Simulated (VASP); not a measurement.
BaF2:

```
Ba F
1.0
     0.00000    3.11287    3.11287
     3.11287    0.00000    3.11287
     3.11287    3.11287    0.00000
Ba F
1 2
Direct
  0.00000 0.00000 0.00000
  0.25000 0.25000 0.25000
  0.75000 0.75000 0.75000
```

The cell comes from a database or a generator and needn't be the stable form of this composition.

| Item | Value |
| --- | --- |
| Program | VASP 6.6.1 |
| Task | relaxation of cell and atoms |
| Functional | PBEsol |
| Potentials or basis | VASP PAW PBE potentials, release 64 (Ba_sv, F) |
| Cutoff | 600 eV |
| k mesh | 6 × 6 × 6 |
| Occupations | gaussian, width 0.02 eV |
| Spin | no spin polarisation |

At the start: pressure -1.4 GPa; volume 20.11 Å³/atom.

**Question.** Where does the relaxation end?

**Answer.** Over 3 steps the energy falls by 2.1 meV/atom and the volume is 19.63 Å³/atom (-2.4 %); space group Fm-3m (No. 225, to 0.05 Å).

The path:
```tsv
step	energy change (eV)	largest force (eV/Å)	pressure (GPa)	volume (Å³)
1	0.0000	0.0000	-1.39	60.33
2	-0.0064	0.0000	0.07	58.81
3	-0.0064	0.0000	0.00	58.88
```

Final structure:
```
Ba F
1.0
     0.00000    3.08780    3.08780
     3.08780    0.00000    3.08780
     3.08780    3.08780    0.00000
Ba F
1 2
Direct
  0.00000 0.00000 0.00000
  0.25000 0.25000 0.25000
  0.75000 0.75000 0.75000
```

Caveat: the PAW data sets were made with another functional, which shifts forces and pressure a little.
